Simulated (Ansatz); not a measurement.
**AlN at 35 GPa: from Born charge to LO–TO splitting and polaron coupling**

All numbers below come from DFT PBEsol, scalar-relativistic, plane waves, PAW in Ansatz 0.2.0. Settings: 420 eV plane-wave cutoff, Γ-centred 10×10×10 mesh, fixed occupations. No spin polarisation. Phonons by linear response, acoustic sum rule imposed.

The cell, relaxed at 35 GPa:
```cif
data_structure
_symmetry_space_group_name_H-M 'P 1'
_symmetry_Int_Tables_number 1
_cell_length_a 2.9595
_cell_length_b 2.9595
_cell_length_c 2.9595
_cell_angle_alpha 60.000
_cell_angle_beta 60.000
_cell_angle_gamma 60.000
_cell_volume 18.33
loop_
_atom_site_label
_atom_site_type_symbol
_atom_site_fract_x
_atom_site_fract_y
_atom_site_fract_z
_atom_site_occupancy
Al1 Al 0.00000 0.00000 0.00000 1
N1 N 0.75000 0.75000 0.75000 1
```

Other phases may be more stable at this pressure.

Linear response gives ν_TO = 781.7 cm⁻¹, Born charges ±2.531 e (positive on Al) and ε∞ = 4.447. The primitive cell holds 18.328 Å³, and the masses are 26.982 and 14.007 amu.

**Question.** Find ν_LO and the static dielectric constant.

**Answer.** The long-wave field adds a restoring force: ω_LO² − ω_TO² = Z*²e²/(ε_vac ε∞ μV). In these units ν_LO² − ν_TO² = 4.92064×10⁷ Z*²/(μ V ε∞) cm⁻², with μ = m₁m₂/(m₁ + m₂) = 9.220 amu: 419400 cm⁻². So ν_LO = √(781.7² + 419400) = 1015.1 cm⁻¹, and the run gives 1015.1. Lyddane–Sachs–Teller then gives ε0 = ε∞ (ν_LO/ν_TO)² = 7.50, against 7.50 in the run (it forms both from the same three quantities, so the match checks the arithmetic only). Between ν_TO and ν_LO the dielectric function is negative and an undamped crystal reflects fully: a reststrahlen band from 9.9 to 12.8 μm.

**Question.** What do the Clausius–Mossotti polarisability and the Szigeti charge come to?

**Answer.** With the Lorentz local field, α = (3V/4π)(ε∞ − 1)/(ε∞ + 2) = 2.34 Å³ for the pair, and e_S = 3Z*/(ε∞ + 2) = 1.18 e. The Born charge includes the electrons' response to the dipole's own local field, and e_S takes that enhancement out. The Lorentz field assumes point-like polarisable ions, a poor picture once ε∞ is this large, since the electron clouds then overlap or are shared, so both numbers are formal here.

**Question.** How strongly does a slow electron couple to the LO mode?

**Answer.** For one isotropic parabolic band, Fröhlich's constant is α_F = (1/ε∞ − 1/ε0) √(m* Ry/ħω_LO), with Ry = 13.606 eV, ħω_LO = 125.9 meV and m* in free-electron masses: α_F = 0.0915 × 10.40 × √m* = 0.95 √m*. The band mass isn't part of this run; for m* = 0.1, 0.3 and 1 it gives 0.30, 0.52, 0.95. In weak coupling the polaron lies α_F ħω_LO below the band edge (66 meV at m* = 0.3) with a mass m*(1 + α_F/6); past α_F of about 5 or 6 that expansion fails. A semilocal functional's ε∞ tends to be too large, which taken alone lowers α_F.

This zinc-blende form isn't the usual stable structure of the compound at low pressure.

Cost: 1 run of about 0.13 core-minutes, on AMD EPYC 9R45 (Zen 5) (shared hosts).